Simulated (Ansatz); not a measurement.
# Convergence of CuO with the smearing width on a coarse mesh

These are results of DFT PBEsol, scalar-relativistic, plane waves, PAW in Ansatz, not measurements.

```cif
data_structure
_symmetry_space_group_name_H-M 'P 1'
_symmetry_Int_Tables_number 1
_cell_length_a 2.8795
_cell_length_b 2.8795
_cell_length_c 5.1764
_cell_angle_alpha 89.807
_cell_angle_beta 89.806
_cell_angle_gamma 89.223
_cell_volume 42.92
loop_
_atom_site_label
_atom_site_type_symbol
_atom_site_fract_x
_atom_site_fract_y
_atom_site_fract_z
_atom_site_occupancy
Cu1 Cu 0.50000 0.00000 0.50000 1
Cu2 Cu 0.00000 0.50000 0.00000 1
O1 O 0.00158 0.99833 0.25011 1
O2 O 0.99842 0.00167 0.74989 1
```

```
plane-wave cutoff : 420 eV
Γ-centred k-mesh  : 7×7×4
spin treatment    : unpolarised
```

The atoms stay fixed while the smearing width on a coarse mesh is varied. ΔE is the energy extrapolated to zero smearing, less that of the reference run (14×14×8 Γ-centred mesh, Gaussian smearing 0.1 eV). The cell isn't necessarily relaxed at this level. Pressure is positive in compression.

```
rule, width (eV)  ΔE (meV/atom)  ΔF, free energy (meV/atom) P (GPa) largest change of a force component (eV/Å)
   Gaussian 0.01          -3.06                       -1.45    -2.02                                       0.001
   Gaussian 0.05          -3.03                       -1.65    -2.02                                       0.001
    Gaussian 0.1          -3.02                       -2.31    -2.03                                       0.001
    Gaussian 0.2          -2.43                       -5.37    -2.02                                       0.001
    Gaussian 0.4          -0.25                       -21.4    -1.91                                       0.000
```

Cost: 5 runs of about 0.5 core-minutes in all, on Intel Xeon Platinum 8259CL (Skylake/Cascade Lake) (shared hosts).